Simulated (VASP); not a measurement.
Set up this calculation in VASP 6.6.1, as the native input.

```
Task                   : relaxation of cell and atoms
Functional             : PBEsol
Potentials or basis    : VASP PAW PBE potentials, release 64 (Ti_sv, Se)
Cutoff                 : 520 eV
k mesh                 : 12 × 12 × 6
Occupations            : gaussian, width 0.02 eV
Spin                   : no spin polarisation
Further INCAR settings : ALGO = Normal; EDIFF = 1e-07; IBRION = 2; EDIFFG = -0.002; NSW = 80; ISIF = 3
```

The structure of TiSe2 lies in POSCAR:

```
TiSe2
1.0
    3.5360000000      0.0000000000      0.0000000000
   -1.7680000000      3.0622658300      0.0000000000
    0.0000000000      0.0000000000      6.0040000000
Ti Se
1 2
Direct
    0.0000000000      0.0000000000      0.0000000000
    0.3333333300      0.6666666700      0.2552000000
    0.6666666700      0.3333333300      0.7448000000
```

One way to write it, as run:

INCAR

```
SYSTEM = TiSe2
PREC = Accurate ; ENCUT = 520
EDIFF = 1E-7 ; ISMEAR = 0
SIGMA = 0.02 ; LREAL = .False.
LASPH = .True. ; NELM = 80
ALGO = Normal ; ISIF = 3
LWAVE = .False. ; LCHARG = .False.
GGA = PS ; IBRION = 2
NSW = 80 ; EDIFFG = -0.002
```

KPOINTS

```
regular mesh
0
Gamma
  12 12 6
  0 0 0
```

Potentials or basis: VASP PAW PBE potentials, release 64 (Ti_sv, Se).

Launch:

```bash
$ cat potpaw_PBE.64/Ti_sv/POTCAR potpaw_PBE.64/Se/POTCAR > POTCAR
$ mpirun -np 1 vasp_std > vasp.out
```

Results of the run:

| Property | Result |
| --- | --- |
| Relaxed volume | 20.70 Å³/atom |
| Relaxed cell | a = 3.476 Å, b = 3.476 Å, c = 5.935 Å, α = 90.00°, β = 90.00°, γ = 120.00° |
| Space group after relaxing (to 0.05 Å) | P-3m1 (No. 164) |
| Energy gained by relaxing | 6.0 meV/atom |
| Ionic steps | 20 |
| Pressure after relaxing | 0.0 GPa |
| Band gap on the k mesh | none (metal or under the smearing width) |

Caveat: the PAW data sets were made with another functional, which shifts forces and pressure a little; this functional lacks dispersion, which binds the layers, so the pressure and a relaxed spacing across them are unreliable.

Run time: 12 min on 1 thread of Intel(R) Xeon(R) 6975P-C (Granite Rapids), with other jobs on the host, peak memory 0.27 GiB.
